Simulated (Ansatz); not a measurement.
# CuO: the cost of one run

Method: DFT PBEsol+U, scalar-relativistic, plane waves, PAW, in Ansatz 0.2.0.

## 1. The starting structure

Symmetry: C2/c, No. 15, monoclinic system. The conventional cell has a = 4.684 Å, b = 3.423 Å, c = 5.129 Å, α = 90.00°, β = 99.54°, γ = 90.00°. Cu (site symmetry -1) is surrounded by 4 O at 1.95 to 1.96 Å. Around O (site symmetry 2) lie 4 Cu at 1.95 to 1.96 Å.

Coordinates:

```cif
data_structure
_symmetry_space_group_name_H-M 'C2/c'
_symmetry_Int_Tables_number 15
_cell_length_a 4.6840
_cell_length_b 3.4230
_cell_length_c 5.1290
_cell_angle_alpha 90.000
_cell_angle_beta 99.540
_cell_angle_gamma 90.000
_cell_volume 81.10
loop_
_atom_site_label
_atom_site_type_symbol
_atom_site_symmetry_multiplicity
_atom_site_Wyckoff_symbol
_atom_site_fract_x
_atom_site_fract_y
_atom_site_fract_z
_atom_site_occupancy
Cu1 Cu 4 d 0.25000 0.25000 0.50000 1
O1 O 4 e 0.00000 0.41840 0.75000 1
```

The structure rests on an entry of the Crystallography Open Database; cell or positions may have been set otherwise for this series.

## 2. Relaxing the atoms: CuO, moments +−−++−−+

The input, input.yaml:

```yaml
crystal:
  lattice:
    - [3.833939426, 0.0, 5.0580666287]
    - [0.0, 3.423, 0.0]
    - [-5.534060574, 0.0, 5.0580666287]
  atoms:
    - { symbol: Cu, position: [0.125, 0.25, 0.875], spin: 1.0 }
    - { symbol: Cu, position: [0.625, 0.25, 0.375], spin: -1.0 }
    - { symbol: Cu, position: [0.375, 0.75, 0.625], spin: -1.0 }
    - { symbol: Cu, position: [0.875, 0.75, 0.125], spin: 1.0 }
    - { symbol: Cu, position: [0.375, 0.75, 0.125], spin: 1.0 }
    - { symbol: Cu, position: [0.875, 0.75, 0.625], spin: -1.0 }
    - { symbol: Cu, position: [0.125, 0.25, 0.375], spin: -1.0 }
    - { symbol: Cu, position: [0.625, 0.25, 0.875], spin: 1.0 }
    - { symbol: O, position: [0.125, 0.4184, 0.125] }
    - { symbol: O, position: [0.625, 0.4184, 0.625] }
    - { symbol: O, position: [0.375, 0.9184, 0.875] }
    - { symbol: O, position: [0.875, 0.9184, 0.375] }
    - { symbol: O, position: [0.375, 0.5816, 0.375] }
    - { symbol: O, position: [0.875, 0.5816, 0.875] }
    - { symbol: O, position: [0.125, 0.0816, 0.625] }
    - { symbol: O, position: [0.625, 0.0816, 0.125] }
magnetization:
  spin_polarized: true
scf:
  occupations: { method: fixed }
output:
  forces: true
  stress: true
  populations: true
  write_density: true
  write_potential: true
  elf: true
  volumetric_format: npy
hamiltonian:
  hubbard: { sites: [{ species: Cu, l: d, u_eff: 8.0 }] }
  xc: pbesol
relax:
  f_tol: 0.003
kpoints:
  mp_grid: { grid: [3, 6, 3] }
```

The run is started by

```
> ansatz run input.yaml --threads 6 --pin off --max-ram 16384MiB --backend cpu --events-out ev --progress --plain --runs-dir out
```

**Question.** How long does this run take on 6 threads of Intel Xeon 6975P-C (Granite Rapids), shared host, and how much memory does it need?

About 41 s, with a peak of 1.5 GiB.
